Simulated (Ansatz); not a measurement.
The system is ZrN.

```
Zr N
1.0
     0.00000    2.30000    2.30000
     2.30000    0.00000    2.30000
     2.30000    2.30000    0.00000
Zr N
1 1
Direct
  0.50000 0.50000 0.50000
  0.00000 0.00000 0.00000
```

* Program: Ansatz 0.2.0
* Task: relaxation of cell and atoms
* Functional: PBE
* Dispersion: D4
* Potentials or basis: all-electron LAPW, scalar-relativistic
* Basis error allowed: 0.001 eV/atom
* k mesh: 10 × 10 × 10
* Occupations: fermi-dirac, width 0.05 eV
* Spin: no spin polarisation

At the start: volume 12.17 Å³/atom.

Task: How do energy, volume and symmetry change on relaxing?

Result: Over 5 steps the energy falls by 4.3 meV/atom and the volume is 11.91 Å³/atom (-2.1 %); space group Fm-3m (No. 225, to 0.05 Å).

The path:
```csv
step,energy change (eV),largest force (eV/Å),volume (Å³)
1,0.0000,0.0000,24.33
2,-0.0052,0.0000,23.50
3,-0.0086,0.0000,23.83
4,-0.0087,0.0000,23.82
5,-0.0087,0.0000,23.82
```

Final structure:
```
CELL_PARAMETERS angstrom
0.00000 2.28360 2.28360
2.28360 0.00000 2.28360
2.28360 2.28360 0.00000
ATOMIC_POSITIONS crystal
Zr 0.50000 0.50000 0.50000
N 0.00000 0.00000 0.00000
```
